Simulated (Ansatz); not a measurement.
# Convergence notes, G0W0 on SnS₂ (CdI2 type)

SnS₂, CdI2 type, relaxed with r2SCAN+rVV10; one-shot G0W0 in Ansatz without spin-orbit coupling. Calculated for a static, non-magnetic cell.

```cif
data_structure
_symmetry_space_group_name_H-M 'P-3m1'
_symmetry_Int_Tables_number 164
_cell_length_a 3.6608
_cell_length_b 3.6608
_cell_length_c 5.9618
_cell_angle_alpha 90.000
_cell_angle_beta 90.000
_cell_angle_gamma 120.000
_cell_volume 69.19
loop_
_atom_site_label
_atom_site_type_symbol
_atom_site_symmetry_multiplicity
_atom_site_Wyckoff_symbol
_atom_site_fract_x
_atom_site_fract_y
_atom_site_fract_z
_atom_site_occupancy
Sn1 Sn 1 a 0.00000 0.00000 0.00000 1
S1 S 2 d 0.33333 0.66667 0.24559 1
```

Gaps are read over the mesh points alone. G0W0 values are finite-basis, finite-mesh values.
```csv
start,potentials,frequency model,mesh,empty bands,screening cutoff (eV),Kohn-Sham gap (eV),G0W0 gap (eV)
PBE,PAW,contour deformation,6×6×4,157,100,1.50,2.33
PBE,PAW,contour deformation,6×6×4,379,180,1.50,2.34
PBE,PAW,contour deformation,6×6×4,736,260,1.50,2.35
HSE06,PAW,contour deformation,6×6×4,379,180,2.39,2.78
r2SCAN,PAW,contour deformation,6×6×4,379,180,1.81,2.55
PBE0,PAW,contour deformation,6×6×4,379,180,3.09,2.96
PBE,PAW,Godby-Needs pole,6×6×4,379,180,1.50,2.39
PBE,PAW,contour deformation,12×12×4,112,80,1.49,2.30
PBE,norm-conserving,contour deformation,6×6×4,379,180,1.50,2.37
```

The quasiparticle gap on this mesh is 2.35 eV (Γ to k = (0, -1/2, 1/4)), against 1.50 eV from PBE: +0.85 eV. Renormalisation factors Z lie between 0.71 and 0.79.

Raising bands and cutoff together moves the gap by +0.01 eV (100 to 180 eV), then +0.01 eV (180 to 260 eV); the last step is small, which bounds nothing strictly. Starting from HSE06 (2.39 eV against PBE's 1.50 eV) gives 2.78 eV, +0.44 eV from G0W0@PBE at the same screening cutoff. Starting from r2SCAN (1.81 eV against PBE's 1.50 eV) gives 2.55 eV, +0.21 eV from G0W0@PBE at the same screening cutoff. Starting from PBE0 (3.09 eV against PBE's 1.50 eV) gives 2.96 eV, +0.62 eV from G0W0@PBE at the same screening cutoff. The Godby-Needs plasmon pole differs from contour deformation by +0.05 eV. Norm-conserving potentials (wave cutoff 980 eV against 420 eV) shift the quasiparticle gap by +0.03 eV and the PBE gap by 0.00 eV. r2SCAN runs take a wave cutoff of 500 eV.

Coordinates of k points refer to the reciprocal vectors of the primitive cell of the runs.

The program warns that the k mesh is coarse for exact exchange in some of these runs, so their gaps aren't converged.
